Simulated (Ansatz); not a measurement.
## Relaxation path: Pt (omega type)

DFT, PBE, PAW with Ansatz's default frozen-core files, scalar-relativistic (Ansatz 0.2.0); a Γ-centred 9×9×12 k mesh, Fermi–Dirac smearing of 0.08 eV, no spin polarisation. The run relaxes cell and atoms at a target pressure of 0 GPa.

Command: `ansatz run input.yaml --threads 1 --pin off --max-ram 3072MiB --backend cpu --events-out ev --progress --plain --runs-dir out` It took 29 s on 1 thread of Intel(R) Xeon(R) Platinum 8488C (Sapphire Rapids), on a shared host, peak memory 0.46 GiB.

PAW: frozen-core files, cutoff 420 eV; forces are relaxed below 0.005 eV/Å.

Each step lists its free energy a cell above the last geometry, the pressure, the cell vectors (Å), and Cartesian positions (Å) with forces (eV/Å).

The first step:

```
step 1  dF = 72.86 meV  P = 6.37 GPa
  cell 4.4396 0.0000 0.0000  -2.2198 3.8448 0.0000  0.0000 0.0000 2.7525
  Pt 0.0000 0.0000 0.0000   0.0000 0.0000 0.0000
  Pt 0.0000 2.5632 1.3763   0.0000 0.0000 0.0000
  Pt 2.2198 1.2816 1.3763   0.0000 0.0000 0.0000
```

Spin–orbit coupling is left out, which matters for the heavy atoms.

Where does the relaxation end, and by which steps?

After 5 geometries, with conventional a, b, c = 4.533, 4.533, 2.701 Å, at 16.027 Å³/atom (+2.34 % against the start) in space group P6/mmm, with a shortest distance of 2.617 Å. The further steps:
```
step 2  dF = 67.79 meV  P = -7.79 GPa
  cell 4.6288 0.0000 0.0000  -2.3144 4.0087 0.0000  0.0000 0.0000 2.6918
  Pt 0.0000 0.0000 0.0000   0.0000 0.0000 0.0000
  Pt 0.0000 2.6725 1.3459   0.0000 0.0000 0.0000
  Pt 2.3144 1.3362 1.3459   0.0000 0.0000 0.0000
step 3  dF = 1.47 meV  P = -1.42 GPa
  cell 4.5429 0.0000 0.0000  -2.2715 3.9343 0.0000  0.0000 0.0000 2.7067
  Pt 0.0000 0.0000 0.0000   0.0000 0.0000 0.0000
  Pt 0.0000 2.6229 1.3534   0.0000 0.0000 0.0000
  Pt 2.2715 1.3114 1.3534   0.0000 0.0000 0.0000
step 4  dF = 0.01 meV  P = 0.14 GPa
  cell 4.5335 0.0000 0.0000  -2.2668 3.9261 0.0000  0.0000 0.0000 2.6997
  Pt 0.0000 0.0000 0.0000   0.0000 0.0000 0.0000
  Pt 0.0000 2.6174 1.3498   0.0000 0.0000 0.0000
  Pt 2.2668 1.3087 1.3498   0.0000 0.0000 0.0000
step 5  dF = 0.00 meV  P = 0.00 GPa
  cell 4.5334 0.0000 0.0000  -2.2667 3.9261 0.0000  0.0000 0.0000 2.7014
  Pt 0.0000 0.0000 0.0000   0.0000 0.0000 0.0000
  Pt 0.0000 2.6174 1.3507   0.0000 0.0000 0.0000
  Pt 2.2667 1.3087 1.3507   0.0000 0.0000 0.0000
step 6  dF = -0.42 meV  P = -0.01 GPa  (same geometry on a basis chosen anew; earlier energies don't compare to the last digit)
  cell 4.5334 0.0000 0.0000  -2.2667 3.9261 0.0000  0.0000 0.0000 2.7014
  Pt 0.0000 0.0000 0.0000   0.0000 0.0000 0.0000
  Pt 0.0000 2.6174 1.3507   0.0000 0.0000 0.0000
  Pt 2.2667 1.3087 1.3507   0.0000 0.0000 0.0000
```
